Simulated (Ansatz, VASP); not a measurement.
# Hf in VASP and in Ansatz

File INCAR:

```
SYSTEM = Hf
PREC = Accurate
ENCUT = 520
EDIFF = 1E-7
ISMEAR = -1
SIGMA = 0.05
LREAL = .False.
LASPH = .True.
NELM = 60
ALGO = Normal
ISIF = 2
LWAVE = .False.
LCHARG = .False.
GGA = PS
NBANDS = 11
```

KPOINTS

```
Automatic mesh
0
Gamma
  10 10 10
  0 0 0
```

POSCAR

```
Hf
1.0
   -1.7353850000      1.7880950000      1.8403380000
    1.7684040000     -1.7610630000      1.8463250000
    1.7817980000      1.8074760000     -1.8133060000
Hf
1
Direct
   -0.0165250000     -0.0068030000     -0.0104090000
```

input.yaml

```yaml
crystal:
  lattice:
    - [-1.735385, 1.788095, 1.840338]
    - [1.768404, -1.761063, 1.846325]
    - [1.781798, 1.807476, -1.813306]
  atoms:
    - { symbol: Hf, position: [-0.016525, -0.006803, -0.010409] }
hamiltonian:
  xc: pbesol
  pseudopotentials: { kind: paw }
kpoints:
  mp_grid: { grid: [10, 10, 10] }
scf:
  occupations: { method: fermi_dirac, width: 0.05 }
output:
  forces: true
  stress: true
  eigenvalues: true
  write_density: true
  write_potential: true
  elf: true
  volumetric_format: npy
```

Change from the starting cell: cell strained at random at fixed volume.

Alike in both runs: task single point; functional PBEsol; k mesh 10 × 10 × 10; occupations fermi-dirac, width 0.05 eV; no spin polarisation.

```csv
,VASP,Ansatz
version,VASP 6.6.1,Ansatz 0.2.0
potentials or method,"VASP PAW PBE potentials, release 64 (Hf_pv)",Ansatz PAW
plane-wave cutoff (eV),520,420
valence electrons in the cell,10,26
```

```csv
,VASP,Ansatz,Ansatz less VASP
gap on the k mesh at the Fermi level (eV),none,none,-
pressure (GPa),-9.3,-8.9,+0.31
largest component of the traceless stress (GPa),1.10,1.11,+0.014
```

A gap of «none» marks a metal or a gap that the smearing closes. The functional is the same, so the differences come from potentials, cutoffs and numerics. The two sets of potentials don't hold the same shells in valence.

Caveats: the PAW data sets were made with another functional, which shifts forces and pressure a little (VASP); the PAW data sets come from PBE, with cores solved anew for the run's functional, which leaves a small shift of forces and pressure (Ansatz). Spin-orbit coupling is left out, which matters for the levels of Hf.
